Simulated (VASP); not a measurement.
Here is a VASP 6.6.1 calculation.

Contents of POSCAR:

```
PbO
1.0
    0.0000000000      2.7987768033      2.9457125854
    2.7987768033      0.0000000000      2.9457125854
    2.7987768033      2.7987768033      0.0000000000
Pb O
1 1
Direct
    0.0000000000      0.0000000000      0.0000000000
    0.2500000000      0.2500000000      0.2500000000
```

INCAR.step1

```
SYSTEM = PbO
PREC = Accurate ; ENCUT = 520
ISMEAR = 0 ; SIGMA = 0.01
LREAL = .FALSE. ; LASPH = .TRUE.
NELM = 100 ; NBANDS = 17
GGA = PE ; ALGO = Normal
EDIFF = 1E-4 ; LWAVE = .TRUE.
LCHARG = .FALSE.
```

INCAR.step2

```
SYSTEM = PbO
PREC = Accurate ; ENCUT = 520
EDIFF = 1E-6 ; ISMEAR = 0
SIGMA = 0.01 ; LREAL = .FALSE.
LASPH = .TRUE. ; NELM = 100
ALGO = Normal ; ISIF = 2
LWAVE = .FALSE. ; LCHARG = .TRUE.
METAGGA = R2SCAN ; LMIXTAU = .TRUE.
LELF = .TRUE. ; LVHAR = .TRUE.
NBANDS = 17 ; ISTART = 1
```

File KPOINTS:

```
regular mesh
0
G
  8 8 8
  0 0 0
```

Potentials or basis: VASP PAW PBE potentials, release 64 (Pb_d, O).

Run with:

```bash
$ cat potpaw_PBE.64/Pb_d/POTCAR potpaw_PBE.64/O/POTCAR > POTCAR
$ cp INCAR.step1 INCAR
$ mpirun -np 1 vasp_std > vasp.out
$ cp INCAR.step2 INCAR
$ mpirun -np 1 vasp_std > vasp.out
```

Predict the pressure.

-3.1 GPa.

Estimate the band gap on the k mesh.

0.71 eV, indirect (least direct gap 0.85 eV).

Stress tensor (GPa, compression positive):
```
-2.89  0.00  0.00
 0.00 -2.89  0.00
 0.00  0.00 -3.65
```

Caveat: the PAW data sets were made with another functional, which shifts forces and pressure a little; spin-orbit coupling is left out, which as a rule narrows the gap of such compounds by several tenths of an eV. A k mesh can miss the band edges.
